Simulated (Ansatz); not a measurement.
Level of theory: DFT, PBE, plane waves (420 eV) with PAW, scalar-relativistic in Ansatz 0.2.0.

An element in the bcc structure gives this curve. The cell is scaled uniformly from the relaxed one, with fractional coordinates and shape fixed. Energies are extrapolated to zero smearing, pressures are those at the given smearing. Magnetic state: spin not included.

| V (Å³/atom) | E − E₀ (meV/atom) | P (GPa) |
| --- | --- | --- |
| 26.124 | 65.4 | 6.69 |
| 27.312 | 26.7 | 4.08 |
| 28.499 | 5.8 | 1.87 |
| 29.687 | 0.0 | 0.00 |
| 30.874 | 6.9 | -1.58 |
| 32.061 | 24.5 | -2.92 |
| 33.249 | 51.1 | -4.07 |

**Question.** Which element is it?
A. lutetium
B. thallium
C. indium
D. bismuth

**Answer.** A. Its fit is V₀ = 29.60 Å³/atom, B₀ = 43 GPa, B₀′ = 3.2.
